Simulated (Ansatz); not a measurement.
# ScAl3: the cost of one run

Program: Ansatz 0.2.0. Level of theory: DFT PBE, scalar-relativistic, plane waves, PAW. These are calculated values, not measurements.

**1. The system as given**

Symmetry: Pm-3m, No. 221, cubic system. Conventional cell: a = 4.088 Å, b = 4.088 Å, c = 4.088 Å, α = 90.00°, β = 90.00°, γ = 90.00°. Around Sc (site symmetry m-3m) lie 12 Al at 2.89 Å. Around Al (site symmetry 4/mmm) lie 4 Sc at 2.89 Å and 8 Al at 2.89 Å.

Structure file:

```cif
data_structure
_symmetry_space_group_name_H-M 'Pm-3m'
_symmetry_Int_Tables_number 221
_cell_length_a 4.0878
_cell_length_b 4.0878
_cell_length_c 4.0878
_cell_angle_alpha 90.000
_cell_angle_beta 90.000
_cell_angle_gamma 90.000
_cell_volume 68.31
loop_
_atom_site_label
_atom_site_type_symbol
_atom_site_symmetry_multiplicity
_atom_site_Wyckoff_symbol
_atom_site_fract_x
_atom_site_fract_y
_atom_site_fract_z
_atom_site_occupancy
Sc1 Sc 1 a 0.00000 0.00000 0.00000 1
Al1 Al 3 c 0.50000 0.00000 0.50000 1
```

Source of the structure: the Materials Project (structure only).

(A quick probe on a coarse mesh, which set the mesh and smearing, is not shown.)

**3. Relaxing cell and atoms**

The input, input.yaml:

```yaml
crystal:
  lattice:
    - [4.08780657, 0.0, 0.0]
    - [0.0, 4.08780657, 0.0]
    - [0.0, 0.0, 4.08780657]
  atoms:
    - { symbol: Sc, position: [0.0, 0.0, 0.0] }
    - { symbol: Al, position: [0.5, 0.0, 0.5] }
    - { symbol: Al, position: [0.0, 0.5, 0.5] }
    - { symbol: Al, position: [0.5, 0.5, 0.0] }
basis:
  ecutwfc: 420
kpoints:
  mp_grid: { grid: [10, 10, 10] }
hamiltonian:
  xc: pbe
scf:
  occupations: { method: gaussian, width: 0.1 }
output:
  forces: true
  stress: true
  eigenvalues: true
relax:
  adjacent_minimum: "off"
  f_tol: 0.005
  max_steps: 80
  cell: { stress_tol: 0.05 }
```

Launch:

```sh
> ansatz run input.yaml --threads 4 --pin off --max-ram 11264MiB --backend cpu --events-out ev --progress --plain --runs-dir out
```

What time and memory should one allow on 4 threads of Arm Neoverse V1, shared host?

About 3.8 s, with a peak of 0.39 GiB.
